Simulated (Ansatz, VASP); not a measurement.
Sr in VASP and in Ansatz

File INCAR:

```
SYSTEM = Sr
  PREC = Accurate
  ENCUT = 520
  EDIFF = 1E-6
  ISMEAR = -1
  SIGMA = 0.1
  LREAL = .False.
  LASPH = .True.
  NELM = 150
  ALGO = Normal
  ISIF = 2
  LWAVE = .False.
  LCHARG = .True.
  MAGMOM = 0 0 0 0 0 0
  LORBIT = 11
  LSORBIT = .True.
  GGA_COMPAT = .False.
  LORBMOM = .True.
  LVHAR = .True.
  NBANDS = 32
```

Contents of KPOINTS:

```
regular mesh
0
Gamma
  6 6 6
  0 0 0
```

File POSCAR:

```
Sr
1.0
    0.0000000000      4.6045990693      4.6045990693
    4.6045990693      0.0000000000      4.6045990693
    4.6045990693      4.6045990693      0.0000000000
Sr
2
Direct
    0.1250000000      0.1250000000      0.1250000000
    0.8750000000      0.8750000000      0.8750000000
```

Input for Ansatz:

```yaml
crystal:
  lattice:
    - [0.0, 4.6045990693, 4.6045990693]
    - [4.6045990693, 0.0, 4.6045990693]
    - [4.6045990693, 4.6045990693, 0.0]
  atoms:
    - { symbol: Sr, position: [0.125, 0.125, 0.125] }
    - { symbol: Sr, position: [0.875, 0.875, 0.875] }
hamiltonian:
  xc: lda
  pseudopotentials:
    kind: paw_fr
    azcp:
      Sr: "pseudopotentials/Sr.paw.azcp"
basis:
  ecutwfc: 420
  fft_grid_basis: typed
kpoints:
  mp_grid: { grid: [6, 6, 6], shift: [0, 0, 0] }
magnetization:
  noncollinear: true
  spin_orbit: true
scf:
  occupations: { method: fermi_dirac, width: 0.1 }
```

Alike in both runs: task single point; functional LDA; k mesh 6 × 6 × 6; occupations fermi-dirac, width 0.1 eV; non-collinear spin, spin-orbit coupling.

|  | VASP | Ansatz |
| --- | --- | --- |
| version | VASP 6.6.1 | Ansatz 0.2.0 |
| potentials or method | VASP PAW LDA potentials, release 64 (Sr_sv) | plane waves (420 eV) with PAW, fully relativistic with spin-orbit coupling |
| plane-wave cutoff (eV) | 520 | 420 |
| valence electrons in the cell | 20 | 20 |

```tsv
	VASP	Ansatz	Ansatz less VASP
net moment per atom (μB)	0.00	0.00	0.000
```

Ansatz warned: «pseudo_functional_mismatch».
